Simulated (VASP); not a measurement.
# Tl (P6_3/mmc) in VASP: notebook, part 2 of 2

VASP 6.6.1. Earlier steps stand in the parts before.

**4. Single point, PBEsol**

Input file INCAR:

```
PREC = Normal ; ENCUT = 450
EDIFF = 1E-4 ; ISMEAR = 1
SIGMA = 0.1 ; LREAL = Auto
LASPH = T ; NELM = 100
ALGO = Normal ; ISIF = 2
LWAVE = F ; LCHARG = F
GGA = PS ; NBANDS = 20
ADDGRID = F
```

Input file KPOINTS:

```
Automatic mesh
0
Gamma
  10 10 5
```

Input file POSCAR:

```
Tl
1.0
    3.4560000000      0.0000000000      0.0000000000
   -1.7280000000      2.9929837955      0.0000000000
    0.0000000000      0.0000000000      5.5250000000
Tl
2
Direct
    0.6666666667      0.3333333333      0.7500000000
    0.3333333333      0.6666666667      0.2500000000
```

Potentials or basis: VASP PAW PBE potentials, release 64 (Tl_d).

Started as:

```bash
$ cat potpaw_PBE.64/Tl_d/POTCAR > POTCAR
$ mpirun -np 1 vasp_std > vasp.out
```

OUTCAR:

```text
PREC = Normal
   ENCUT = 450
   EDIFF = 1E-4
   ISMEAR = 1
   LREAL = Auto
   LASPH = T
   NELM = 100
   ISIF = 2
   GGA = PS

 Found     42 irreducible k-points:

 Following reciprocal coordinates:
            Coordinates               Weight
  0.000000  0.000000  0.000000      1.000000
  0.100000 -0.000000  0.000000      6.000000
  0.200000 -0.000000  0.000000      6.000000
  0.300000 -0.000000  0.000000      6.000000
  0.400000  0.000000  0.000000      6.000000
  0.500000  0.000000  0.000000      3.000000
   k-points           NKPTS =     42   k-points in BZ     NKDIM =     42   number of bands    NBANDS=     20
   number of dos      NEDOS =    301   number of ions     NIONS =      2
   total plane-waves  NPLWV =   9720
   dimension x,y,z NGX =    18 NGY =   18 NGZ =   30
   dimension x,y,z NGXF=    36 NGYF=   36 NGZF=   60
   ions per type =               2
   NGX,Y,Z   is equivalent  to a cutoff of   8.66,  8.66,  9.03 a.u.
   NGXF,Y,Z  is equivalent  to a cutoff of  17.32, 17.32, 18.05 a.u.
 SYSTEM =  unknown system
   PREC   = normal    normal or accurate (medium, high low for compatibility)
   ISTART =      0    job   : 0-new  1-cont  2-samecut
   ICHARG =      2    charge: 1-file 2-atom 10-const
   ISPIN  =      1    spin polarized calculation?
   LNONCOLLINEAR =      F non collinear calculations
   LSORBIT =      F    spin-orbit coupling
   LASPH  =      T    aspherical Exc in radial PAW
   ENCUT  =  450.0 eV  33.07 Ry    5.75 a.u.   5.98  5.98  9.56*2*pi/ulx,y,z
   NELM   =    100;   NELMIN=  2; NELMDL= -5     # of ELM steps
   EDIFF  = 0.1E-03   stopping-criterion for ELM
   LREAL  =      T    real-space projection
   EDIFFG = 0.1E-02   stopping-criterion for IOM
   NSW    =      0    number of steps for IOM
   IBRION =     -1    ionic relax: 0-MD 1-quasi-New 2-CG
   NFREE  =      0    steps in history (QN), initial steepest desc. (CG)
   ISIF   =      2    stress and relaxation
   ISYM   =      2    0-nonsym 1-usesym 2-fastsym
   POTIM  = 0.5000    time-step for ionic-motion
   TEBEG  =    0.0;   TEEND  =   0.0 temperature during run
   PSTRESS=    0.0 pullay stress
   NELECT =      26.0000    total number of electrons
   NUPDOWN=      -1.0000    fix difference up-down
   EMIN   =  10.00;   EMAX   =-10.00  energy-range for DOS
   EFERMI =   0.00;   METHOD = LEGACY
   ISMEAR =     1;   SIGMA  =   0.10  broadening in eV -4-tet -1-fermi 0-gaus
   EFERMI_NEDOS =   21; number of points for ismear=-14 and -15
   IALGO  =     38    algorithm
   IMIX   =      4    mixing-type and parameters
     AMIX     =   0.40;   BMIX     =  1.00
     AMIX_MAG =   1.60;   BMIX_MAG =  1.00
  volume/ion in A,a.u.               =      28.57       192.83
  Fermi-wavevector in a.u.,A,eV,Ry     =   1.259107  2.379366 21.569987  1.585349
  Thomas-Fermi vector in A             =   2.392683
   LORBIT       =      0    0 simple, 1 ext, 2 COOP (PROOUT), +10 PAW based schemes
   GGA     = PS    functional components
   LHFCALC =     F    Hartree Fock is set to
   AEXX    =    0.0000 exact exchange contribution
   IVDW    =     0    specifies the selected vdW correction
   LEPSILON=     F    determine dielectric tensor
   LRPA    =     F    only Hartree local field effects (RPA)
 non-spin polarized calculation
 Methfessel and Paxton  Order N= 1 SIGMA  =   0.10
  energy-cutoff  :      450.00
  volume of cell :       57.15
 maximum number of plane-waves:      1257
   NGX = 11   NGY = 11   NGZ = 19

 number of electron      25.9999944 magnetization

 Free energy of the ion-electron system (eV)
  ---------------------------------------------------
  ext. energy  EPLUGINS =         0.00000000
  ---------------------------------------------------
  free energy    TOTEN  =        -5.24450244 eV

  energy without entropy =       -5.24351733  energy(sigma->0) =       -5.24417407

 E-fermi :   6.2960     XC(G=0): -10.3686

 val. band max:        6.2209026613   @ k =   0.3000   0.2000   0.4000
 cond. band min:       6.3019217481   @ k =   0.2000   0.2000   0.2000
 fundamental gap:      0.0810190869
 Fermi energy:         6.2960352335

 k-point     1 :       0.0000    0.0000    0.0000
  band No.  band energies     occupation
      1      -5.3521      2.00000
      2      -5.1159      2.00000
      3      -5.0961      2.00000
      4      -5.0961      2.00000
      5      -5.0419      2.00000
      6      -5.0419      2.00000
[... 12 lines left out ...]
     19      17.2003      0.00000
     20      17.3069      0.00000

 k-point     2 :       0.1000   -0.0000    0.0000
  band No.  band energies     occupation
      1      -5.3200      2.00000
      2      -5.1525      2.00000
      3      -5.0549      2.00000
      4      -5.0533      2.00000
      5      -5.0391      2.00000
      6      -5.0033      2.00000
[... 12 lines left out ...]
     19      17.1681      0.00000
     20      18.0370      0.00000

 k-point     3 :       0.2000   -0.0000    0.0000
  band No.  band energies     occupation
      1      -5.3136      2.00000
      2      -5.1496      2.00000
      3      -5.0781      2.00000
      4      -5.0633      2.00000
      5      -5.0445      2.00000
      6      -4.9499      2.00000
[... 12 lines left out ...]
     19      16.5211      0.00000
     20      17.8828      0.00000

 k-point     4 :       0.3000   -0.0000    0.0000
  band No.  band energies     occupation
      1      -5.3830      2.00000
      2      -5.1861      2.00000
      3      -5.1734      2.00000
      4      -5.0966      2.00000
      5      -5.0005      2.00000
      6      -4.8544      2.00000
[... 12 lines left out ...]
     19      15.5936      0.00000
     20      16.9436      0.00000

 k-point     5 :       0.4000    0.0000    0.0000
  band No.  band energies     occupation
      1      -5.4463      2.00000
      2      -5.2800      2.00000
      3      -5.2206      2.00000
      4      -5.1356      2.00000
      5      -4.9345      2.00000
      6      -4.9067      2.00000
[... 12 lines left out ...]
     19      14.8705      0.00000
     20      16.3618      0.00000

 k-point     6 :       0.5000    0.0000    0.0000
  band No.  band energies     occupation
      1      -5.4706      2.00000
      2      -5.3164      2.00000
      3      -5.2401      2.00000
      4      -5.1500      2.00000
      5      -4.9243      2.00000
      6      -4.9106      2.00000
[... 12 lines left out ...]
     19      14.6089      0.00000
     20      16.1659      0.00000

 [... further k-points ...]
[... 5 lines left out ...]
  --------------------------------------------------------------------------------------
  -------------------------------------------------------------------------------------
  Total        0.0968758      0.0968758      0.0723016      0.0000000     -0.0000000     -0.0000000
  in kB        2.7159095      2.7159095      2.0269747      0.0000000     -0.0000000     -0.0000000
  external PRESSURE =       2.4862646 kB  Pullay stress =       0.0000000 kB

 VOLUME and BASIS-vectors are now :
 -----------------------------------------------------------------------------
  energy-cutoff  :      450.00
  volume of cell :       57.15
      direct lattice vectors                 reciprocal lattice vectors
     3.456000000  0.000000000  0.000000000     0.289351852  0.167057370  0.000000000
    -1.728000000  2.992983795  0.000000000     0.000000000  0.334114739  0.000000000
     0.000000000  0.000000000  5.525000000     0.000000000  0.000000000  0.180995475

 POSITION                                       TOTAL-FORCE (eV/Angst)
 -----------------------------------------------------------------------------------
      1.72800      0.99766      4.14375        -0.000000     -0.000000      0.000000
     -0.00000      1.99532      1.38125         0.000000      0.000000      0.000000
 -----------------------------------------------------------------------------------
    total drift:                               -0.000000      0.000000     -0.000000

  FREE ENERGIE OF THE ION-ELECTRON SYSTEM (eV)
  ---------------------------------------------------
  free  energy   TOTEN  =        -5.2445024364 eV

  energy  without entropy=       -5.2435173282  energy(sigma->0) =       -5.24417407
```

stdout:

```text
POSCAR found type information on POSCAR Tl
 POSCAR found :  1 types and       2 ions
 scaLAPACK will be used
 -----------------------------------------------------------------------------
|                                                                             |
|                                                                             |
|     You have a (more or less) 'small supercell' and for smaller cells       |
|     it is recommended to use the reciprocal-space projection scheme!        |
|     The real-space optimization is not efficient for small cells and it     |
|     is also less accurate ...                                               |
|     Therefore, set LREAL=.FALSE. in the INCAR file.                         |
|                                                                             |
 -----------------------------------------------------------------------------

 -----------------------------------------------------------------------------
|                                                                             |
|                                                                             |
|     You enforced a specific xc type in the INCAR file but a different       |
|     I HOPE YOU KNOW WHAT YOU ARE DOING!                                     |
|                                                                             |
 -----------------------------------------------------------------------------

 LDA part: xc-table for (Slater+PW92), standard interpolation
 POSCAR, INCAR and KPOINTS ok, starting setup
 FFT: planning ... GRIDC
 FFT: planning ... GRID_SOFT
 FFT: planning ... GRID
 WAVECAR not read
 entering main loop
```

Wall time 10 s (1 thread of Intel Xeon Platinum 8488C (Sapphire Rapids), shared host); peak memory 0.14 GiB.

These settings aren't checked as converged: the numbers below hold their error.

What came out:

| Item | Value |
| --- | --- |
| Free energy | -5.2445 eV |
| Pressure | 0.2 GPa |
| Band gap on the k mesh | none (metal or under the smearing width) |

Caveat: the PAW data sets were made with another functional, which shifts forces and pressure a little.

**5. Single point, PBEsol**

Input file INCAR:

```
PREC = Accurate ; ENCUT = 350
EDIFF = 1E-6 ; ISMEAR = 1
SIGMA = 0.1 ; LREAL = F
LASPH = T ; NELM = 100
ALGO = Normal ; ISIF = 2
LWAVE = F ; LCHARG = F
GGA = PS ; NBANDS = 20
ADDGRID = F
```

Input file KPOINTS:

```
Automatic mesh
0
Gamma
  12 12 6
```

POSCAR is that of step 4.

Started as:

```bash
$ cat potpaw_PBE.64/Tl_d/POTCAR > POTCAR
$ mpirun -np 1 vasp_std > vasp.out
```

Run time: 17 s. Hardware: 1 thread of Intel Xeon Platinum 8488C (Sapphire Rapids), shared host; peak memory 0.17 GiB.

The run converged, but some of its settings lie outside the range that counts as converged, so its numbers aren't taken as properties of the crystal.

What came out:

* Free energy: -5.2660 eV
* Pressure: -0.4 GPa
* Band gap on the k mesh: none (metal or under the smearing width)

Caveat: the PAW data sets were made with another functional, which shifts forces and pressure a little.

**6. Single point, PBEsol**

INCAR: that of step 5 with these lines changed.

```diff
@@ -1,2 +1,2 @@
-PREC = Accurate ; ENCUT = 350
+PREC = Accurate ; ENCUT = 550
 EDIFF = 1E-6 ; ISMEAR = 1
```

Input file KPOINTS:

```
Automatic mesh
0
Gamma
  10 10 5
```

POSCAR is that of step 5.

Potentials or basis: VASP PAW PBE potentials, release 64 (Tl_d).

Started as:

```bash
$ cat potpaw_PBE.64/Tl_d/POTCAR > POTCAR
$ mpirun -np 1 vasp_std > vasp.out
```

Run time: 22 s. Hardware: 1 thread of Intel Xeon Platinum 8488C (Sapphire Rapids), shared host; peak memory 0.18 GiB.

These settings aren't checked as converged: the numbers below hold their error.

Results:

```
Free energy            : -5.2435 eV
Pressure               : 0.1 GPa
Band gap on the k mesh : none (metal or under the smearing width)
```

Caveat: the PAW data sets were made with another functional, which shifts forces and pressure a little.
